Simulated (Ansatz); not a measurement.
# Ni$_{2}$Si: strain energy, fitted

Ni$_{2}$Si, P6_3/mmc, a = 3.912 Å, c = 4.991 Å. The structure is a COD entry; whether it is the stable form wasn't checked. Ansatz: PBE, PAW, 420 eV, Γ-centred 12×12×8 mesh on 6 atoms, Gaussian smearing 0.10 eV; no spin polarisation. Series: equal strain along all axes, cell held, atoms fixed by symmetry; x is the strain in per cent. y is the free energy over the unstrained cell, V0 = 11.025 Å³/atom.

```
x (%) y (meV/atom)
 -6.0        285.77
 -4.0        117.62
 -2.0             ?
  0.0          0.00
  2.0         23.57
  4.0         87.72
  6.0        183.88
```

Fit y = c2 x² + c3 x³ to the other rows, turn c2 into a modulus, and predict the missing energy.

Least squares on the rows shown. y = 6.5047 x² − 0.23572 x³. In eV per unit strain² c2 is 65.05; the stiffness is B for this strain (E = 9/2 B V0 ε², shape held): 2 × 65.05 × 160.2 / (9 × 11.025) = 210 GPa. At x = -2.0 the fit asked for gives 27.90 meV/atom. The run gave 27.26 meV/atom, so the fit is 0.64 meV/atom too high, within the rms miss on the fitted rows (1.02 meV/atom).